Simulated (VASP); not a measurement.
KTaO3:

```
K Ta O
1.0
     3.98830    0.00000    0.00000
     0.00000    3.98830    0.00000
     0.00000    0.00000    3.98830
K Ta O
1 1 3
Direct
  0.50000 0.50000 0.50000
  0.00000 0.00000 0.00000
  0.50000 0.00000 0.00000
  0.00000 0.50000 0.00000
  0.00000 0.00000 0.50000
```

Base run:

```yaml
Program: VASP 6.6.1
Functional: r2SCAN
Potentials_or_basis: VASP PAW PBE potentials, release 64 (K_sv, Ta_pv, O)
Cutoff: 520 eV
k_mesh: 6 × 6 × 6
Occupations: fermi-dirac, width 0.02 eV
Spin: no spin polarisation
```

Its results: band gap on the k mesh 2.60 eV, indirect (least direct gap 3.25 eV); pressure 1.2 GPa.

Problem. The run is repeated on the same cell with these changes: functional from r2SCAN to HSE06; k mesh from 6 × 6 × 6 to 4 × 4 × 4. What comes out?

Solution. Band gap on the k mesh 3.51 eV, indirect (least direct gap 4.16 eV); pressure 0.0 GPa.

Several settings changed at once, so the effect can't be laid on one alone.

Caveats: the PAW data sets were made with another functional, which shifts forces and pressure a little; spin-orbit coupling is left out, which moves the levels of the heavy elements.

A k mesh can miss the band edges.
